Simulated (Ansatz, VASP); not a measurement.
**One calculation of Os, two programs**

File INCAR:

```
SYSTEM = Os
ALGO = Normal ; EDIFF = 1E-6
EDIFFG = -0.04 ; ENCUT = 600
GGA = PE ; IBRION = 2
ISIF = 3 ; ISMEAR = 0
LASPH = .TRUE. ; LCHARG = .FALSE.
LREAL = .FALSE. ; LWAVE = .FALSE.
NELM = 60 ; NSW = 90
PREC = Accurate ; SIGMA = 0.1
```

File KPOINTS:

```
k-points
0
G
  9 9 8
  0 0 0
```

POSCAR

```
Os
1.0
    2.6082868248      0.0000000000      0.0000000000
   -1.3041434124      2.2588426506      0.0000000000
    0.0000000000      0.0000000000      2.4371180019
Os
1
Direct
    0.0000000000      0.0000000000      0.0000000000
```

Input for Ansatz:

```yaml
crystal:
  lattice:
    - [2.6082868248, 0.0, 0.0]
    - [-1.3041434124, 2.2588426506, 0.0]
    - [0.0, 0.0, 2.4371180019]
  atoms:
    - { symbol: Os, position: [0.0, 0.0, 0.0] }
basis:
  ecutwfc: 420
kpoints:
  mp_grid: { grid: [9, 9, 8] }
hamiltonian:
  xc: pbe
scf:
  occupations: { method: gaussian, width: 0.1 }
  lower_state_search: "off"
output:
  forces: true
  stress: true
  eigenvalues: true
relax:
  adjacent_minimum: "off"
  f_tol: 0.04
  max_steps: 70
  cell: { stress_tol: 0.4 }
```

Alike in both runs: task relaxation of cell and atoms; functional PBE; k mesh 9 × 9 × 8; occupations gaussian, width 0.1 eV; no spin polarisation.

|  | VASP | Ansatz |
| --- | --- | --- |
| version | VASP 6.6.1 | Ansatz 0.2.0 |
| potentials or method | VASP PAW PBE potentials, release 64 (Os) | scalar-relativistic, plane waves, PAW |
| plane-wave cutoff (eV) | 600 | 420 |
| valence electrons in the cell | 8 | 16 |

Ansatz gave:

* gap on the k mesh at the Fermi level, each at its own relaxed structure (eV): none
* relaxed volume (Å³/atom): 15.77
* relaxed cell length with the largest relative difference (Å): 2.486
* energy change over the relaxation (meV/atom): -145

Which values does VASP return?

gap on the k mesh at the Fermi level, each at its own relaxed structure (eV): none; relaxed volume (Å³/atom): 15.75; relaxed cell length with the largest relative difference (Å): 2.488; energy change over the relaxation (meV/atom): -146.

A gap of «none» marks a metal or a gap that the smearing closes. The two sets of potentials don't hold the same shells in valence.

The runs have no spin-orbit coupling, so splittings on Os are missing.
